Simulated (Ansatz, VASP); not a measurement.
# TiAu: VASP beside Ansatz, part 2 of 2

Wanted: the spread between two codes on one cell, functional and k mesh.

VASP 6.6.1 and Ansatz 0.2.0.

So far: The starting structure; Ansatz: relaxation of cell and atoms, r2SCAN.

## Step 3: VASP: relaxation of cell and atoms, r2SCAN

Level of this step: r2SCAN; plane waves and PAW (Ti_sv, Au) (VASP).

The same cell, functional, mesh and smearing now go to VASP, with its own data sets and cutoff.

Lines of VASP's logs that name or quote its potential files are left out, and so is its time.

The input, INCAR:

```
SYSTEM = TiAu
PREC = Accurate
ENCUT = 520
EDIFF = 1E-06
NELM = 100
ISMEAR = -1
SIGMA = 0.05
LREAL = .FALSE.
ALGO = Normal
METAGGA = R2SCAN
LASPH = .TRUE.
NBANDS = 29
LORBIT = 11
LWAVE = .FALSE.
LCHARG = .FALSE.
KPAR = 4
IBRION = 2
NSW = 60
ISIF = 3
EDIFFG = -0.01
```

The input, POSCAR:

```
TiAu
1.0
    4.6150713700      0.0000000000      0.0000000000
    0.0000000000      2.9551944000      0.0000000000
    0.0000000000      0.0000000000      4.9475130000
Ti Au
2 2
Direct
    0.2500000000      0.0000000000      0.8201905100
    0.7500000000      0.0000000000      0.1798094900
    0.2500000000      0.5000000000      0.3241104800
    0.7500000000      0.5000000000      0.6758895200
```

The input, KPOINTS:

```
Automatic mesh
0
Gamma
5 8 5
0 0 0
```

PAW data sets: Ti_sv and Au (PBE family, release 64).

Launch:

```bash
$ mpirun -np 4 vasp_std
```

Numbers of over 12 decimals in the logs are rounded to 6 here.

What it wrote:

```text
[banner, memory and clock lines left out]
running    4 mpi-ranks, on    1 nodes
 distrk:  each k-point on    1 cores,    4 groups
 distr:  one band on    1 cores,    1 groups

 POSCAR found type information on POSCAR TiAu
 POSCAR found :  2 types and       4 ions
|                                                                             |
|               ----> ADVICE to this user running VASP <----                  |
|                                                                             |
|     You enforced a specific xc type in the INCAR file but a different       |
|     [... a line on the potential file left out ...]
|     I HOPE YOU KNOW WHAT YOU ARE DOING!                                     |
|                                                                             |

 LDA part: xc-table for (None), standard interpolation
 POSCAR, INCAR and KPOINTS ok, starting setup
 FFT: planning ... GRIDC
 FFT: planning ... GRID_SOFT
 FFT: planning ... GRID
 WAVECAR not read
 entering main loop
       N       E                     dE             d eps       ncg     rms          rms(c)
DAV:   1     0.427606828745E+03    0.42761E+03   -0.23887E+04  2610   0.189E+03
DAV:   2    -0.858775897176E+02   -0.51348E+03   -0.49595E+03  2670   0.530E+02
DAV:   3    -0.141577121822E+03   -0.55700E+02   -0.53759E+02  4401   0.149E+02
DAV:   4    -0.145939870020E+03   -0.43627E+01   -0.43029E+01  3584   0.374E+01
DAV:   5    -0.146187869641E+03   -0.24800E+00   -0.24779E+00  3731   0.735E+00    0.182E+01
DAV:   6    -0.128421580605E+03    0.17766E+02   -0.27001E+01  2985   0.470E+01    0.670E+00
DAV:   7    -0.128682732276E+03   -0.26115E+00   -0.16843E+00  3863   0.802E+00    0.287E+00
DAV:   8    -0.128682564939E+03    0.16734E-03   -0.39712E-01  3365   0.471E+00    0.277E+00
DAV:   9    -0.128670169035E+03    0.12396E-01   -0.62720E-02  3473   0.175E+00    0.551E-01
DAV:  10    -0.128670892195E+03   -0.72316E-03   -0.12022E-02  3794   0.668E-01    0.909E-02
DAV:  11    -0.128671064351E+03   -0.17216E-03   -0.14553E-03  3615   0.243E-01    0.480E-02
DAV:  12    -0.128671028793E+03    0.35558E-04   -0.21206E-04  4047   0.109E-01    0.183E-02
DAV:  13    -0.128671030232E+03   -0.14391E-05   -0.18140E-05  3366   0.280E-02    0.744E-03
DAV:  14    -0.128671030650E+03   -0.41712E-06   -0.11552E-06  1949   0.903E-03
   1 F= -.12867103E+03 E0= -.12864483E+03  d E =-.128671E+03
[... from here on, the cycles between the ionic steps are left out ...]
   2 F= -.12870054E+03 E0= -.12867765E+03  d E =-.295076E-01
   3 F= -.12870133E+03 E0= -.12867791E+03  d E =-.303022E-01
   4 F= -.12872777E+03 E0= -.12870693E+03  d E =-.264401E-01
   5 F= -.12873419E+03 E0= -.12871564E+03  d E =-.328536E-01
   6 F= -.12873586E+03 E0= -.12871652E+03  d E =-.167101E-02
   7 F= -.12873747E+03 E0= -.12871847E+03  d E =-.328546E-02
   8 F= -.12873762E+03 E0= -.12871861E+03  d E =-.150690E-03
   9 F= -.12873788E+03 E0= -.12871883E+03  d E =-.412745E-03
  10 F= -.12873774E+03 E0= -.12871864E+03  d E =-.266665E-03
  11 F= -.12873794E+03 E0= -.12871887E+03  d E =-.470489E-03
 curvature:  -0.56 expect dE=-0.753E-04 dE for cont linesearch -0.436E-07
 trial: gam= 0.55346 g(F)=  0.354E-04 g(S)=  0.100E-03 ort =-0.447E-05 (trialstep = 0.129E+01)
 search vector abs. value=  0.209E-03
 bond charge predicted
       N       E                     dE             d eps       ncg     rms          rms(c)
DAV:   1    -0.128738011711E+03   -0.69782E-04   -0.68412E-02  3341   0.369E+00    0.174E-01
DAV:   2    -0.128738174610E+03   -0.16290E-03   -0.80582E-03  2639   0.692E-01    0.936E-02
DAV:   3    -0.128738057606E+03    0.11700E-03   -0.65560E-04  3877   0.216E-01    0.325E-02
DAV:   4    -0.128738043832E+03    0.13774E-04   -0.10121E-04  3587   0.777E-02    0.198E-02
DAV:   5    -0.128738041753E+03    0.20789E-05   -0.11675E-05  3140   0.249E-02    0.709E-03
DAV:   6    -0.128738041543E+03    0.21088E-06   -0.30775E-06  2583   0.103E-02
  12 F= -.12873804E+03 E0= -.12871908E+03  d E =-.992262E-04
 trial-energy change:   -0.000099  1 .order   -0.000100   -0.000172   -0.000027
 step:   1.5363(harm=  1.5363)  dis= 0.00237  next Energy=  -128.738045 (dE=-0.102E-03)
 reached required accuracy - stopping structural energy minimisation
```

Parts of OUTCAR (step 3):

```text
ion  position               nearest neighbor table
   1  0.250  0.000  0.820-   4 2.83   4 2.83   4 2.83   4 2.83   3 2.86   3 2.86   3 2.90   3 2.90
                             2 2.91   2 2.91
   2  0.750  0.000  0.180-   3 2.83   3 2.83   3 2.83   3 2.83   4 2.86   4 2.86   4 2.90   4 2.90
                             1 2.91   1 2.91
   3  0.250  0.500  0.324-   2 2.83   2 2.83   2 2.83   2 2.83   1 2.86   1 2.86   4 2.89   4 2.89
                             1 2.90   1 2.90
   4  0.750  0.500  0.676-   1 2.83   1 2.83   1 2.83   1 2.83   2 2.86   2 2.86   3 2.89   3 2.89
                             2 2.90   2 2.90

  LATTYP: Found a simple orthorhombic cell.
 ALAT       =     2.9551944000
 B/A-ratio  =     1.5616811435
 C/A-ratio  =     1.6741751406

 Subroutine GETGRP returns: Found  8 space group operations
 (whereof  4 operations were pure point group operations)

The static configuration has the point symmetry C_2h.
 The point group associated with its full space group is D_2h.

 Found     45 irreducible k-points:

   k-points           NKPTS =     45   k-points in BZ     NKDIM =     45   number of bands    NBANDS=     29

   dimension x,y,z NGX =    36 NGY =   24 NGZ =   40
   dimension x,y,z NGXF=    72 NGYF=   48 NGZF=   80

   ENCUT  =  520.0 eV  38.22 Ry    6.18 a.u.   8.58  5.49  9.20*2*pi/ulx,y,z

   NELECT =      46.0000    total number of electrons

 k-points in reciprocal lattice and weights: Automatic mesh
   0.00000000  0.00000000  0.00000000       0.005
   0.20000000  0.00000000  0.00000000       0.010
   0.40000000  0.00000000  0.00000000       0.010
   0.00000000  0.12500000  0.00000000       0.010
   0.20000000  0.12500000  0.00000000       0.020
   0.40000000  0.12500000  0.00000000       0.020
   0.00000000  0.25000000  0.00000000       0.010
   0.20000000  0.25000000  0.00000000       0.020
   0.40000000  0.25000000  0.00000000       0.020
[...]
0.20000000  0.50000000  0.40000000       0.020
   0.40000000  0.50000000  0.40000000       0.020

 average (electrostatic) potential at core
       1 -76.1489       2 -76.1489       3 -70.1954       4 -70.1954

 E-fermi :   9.7446

 k-point     1 :       0.0000    0.0000    0.0000
  band No.  band energies     occupation
    ...
     20       6.3012      2.00000
     21       8.1218      2.00000
     22       8.8558      2.00000
     23       9.2304      1.99993
     24       9.4055      1.99773
     25       9.8699      0.15087
     26      11.3608      0.00000
     27      12.0775      0.00000
     28      12.0815      0.00000
     29      12.2956      0.00000

 k-point     2 :       0.2000    0.0000    0.0000
  band No.  band energies     occupation
    ...
     20       5.9751      2.00000
     21       8.2449      2.00000
     22       8.7066      2.00000
     23       9.1725      1.99998
     24       9.5129      1.98073
     25       9.9827      0.01694
     26      11.2280      0.00000
     27      11.9334      0.00000
     28      12.0283      0.00000
     29      12.1093      0.00000

 k-point     3 :       0.4000    0.0000    0.0000
  band No.  band energies     occupation
    ...
     20       5.7191      2.00000
     21       8.4809      2.00000
     22       8.9688      2.00000
     23       9.4848      1.98897
     24       9.6925      1.47834
     25      10.0781      0.00253
     26      10.2036      0.00021
     27      11.7789      0.00000
     28      11.8650      0.00000
     29      12.0845      0.00000

  Total        0.0073971     -0.0180936      0.0034137      0.0000000      0.0000000     -0.0000000
  in kB        0.1782132     -0.4359139      0.0822440      0.0000000      0.0000000     -0.0000000
  external PRESSURE =      -0.0584856 kB  Pullay stress =       0.0000000 kB

  energy-cutoff  :      520.00
  volume of cell :       66.50
      direct lattice vectors                 reciprocal lattice vectors
     4.709991262  0.000000000 -0.000000000     0.212314619  0.000000000 -0.000000000
     0.000000000  2.836899809  0.000000000     0.000000000  0.352497468  0.000000000
     0.000000000  0.000000000  4.977025051     0.000000000  0.000000000  0.200923240

 POSITION                                       TOTAL-FORCE (eV/Angst)
 -----------------------------------------------------------------------------------
      1.17750      0.00000      4.03799        -0.000000     -0.000000     -0.006619
      3.53249      0.00000      0.93904         0.000000     -0.000000      0.006619
      1.17750      1.41845      1.58006         0.000000      0.000000      0.003195
      3.53249      1.41845      3.39697        -0.000000     -0.000000     -0.003195
 -----------------------------------------------------------------------------------
    total drift:                                0.000000     -0.000000      0.000000

  FREE ENERGIE OF THE ION-ELECTRON SYSTEM (eV)
  ---------------------------------------------------
  free  energy   TOTEN  =      -128.7380415426 eV

  energy  without entropy=     -128.7001107151  energy(sigma->0) =     -128.71907613

 reached required accuracy - stopping structural energy minimisation

 total charge
# of ion       s       p       d       tot
------------------------------------------
    1        2.186   6.119   1.836  10.141
    2        2.186   6.119   1.836  10.141
    3        0.717   0.547   8.580   9.844
    4        0.717   0.547   8.580   9.844
--------------------------------------------------
tot          5.806  13.332  20.833  39.971

[... 3 further parts left out ...]
```

CONTCAR:

```
TiAu
   1.00000000000000
     4.7099912619018411    0.0000000000000000   -0.0000000000000000
     0.0000000000000000    2.8368998088472468    0.0000000000000000
     0.0000000000000000    0.0000000000000000    4.9770250506222933
  Ti              Au
     2     2
Direct
     0.2500000000000000    0.0000000000000000    0.8113260009299170
     0.7500000000000000    0.0000000000000000    0.1886739990700829
     0.2500000000000000    0.5000000000000000    0.3174703206830539
     0.7500000000000000    0.5000000000000000    0.6825296793169461
```

The k-mesh is coarse for a metal. The PAW data sets were made with PBE, which is usual practice but a small mismatch for other functionals. The run keeps the 8 symmetry operations of its start, so it cannot find a distortion of lower symmetry.

## Step 4: Differences

Known differences besides the potentials themselves: VASP keeps PBE cores, Ansatz makes them for the functional; both relaxations stop at a tolerance, which leaves soft axes loose, and VASP keeps its plane-wave basis; the data sets hold 62 valence electrons in Ansatz (default PAW (the set named soft_2) files) and 46 in VASP; the cutoff is 500 eV in Ansatz and 520 eV in VASP; Ansatz adds a Pulay correction to the stress that steers its cell, VASP none. Total energies have different zeros and are not compared.

The two programs side by side:

| quantity | Ansatz | VASP | difference |
| --- | --- | --- | --- |
| volume (Å³) | 66.33 | 66.50 | -0.26 % |
| edge a after relaxation, in the typed setting (Å) | 4.705 | 4.710 | -0.11 % |
| edge b after relaxation, in the typed setting (Å) | 2.833 | 2.837 | -0.14 % |
| edge c after relaxation, in the typed setting (Å) | 4.977 | 4.977 | -0.01 % |

The walks stopped with -0.01 GPa left in Ansatz and -0.01 GPa in VASP; each walk ends within a tolerance, so the volume difference is uncertain by about these residues over the bulk modulus, most in soft cells.

## Step 5: Results

| Quantity | Value |
| --- | --- |
| difference in volume (relaxation of cell and atoms, r2SCAN) | -0.26 % |

In words: The difference in volume is -0.26 % (relaxation of cell and atoms, r2SCAN), within the 1.2 % picked in this series as the mark of a large difference, as far as the stopping tolerances let one tell. Such differences can come from data sets, numerical settings and the points named under the comparisons, not from the functional's error against experiment.

[Lines on the potential files, build, host, timing and source positions are cut from VASP's logs without a mark.]

[Logs are printed without paths, hosts, clocks, repeated set-up lines and the standing remarks that a program may print on its own settings, such as how far it seeks lower states.]

[Hosts, paths, dates, database ids (printed as entryN), source tags and the programs' standing remarks are cut or masked in the printed files.]
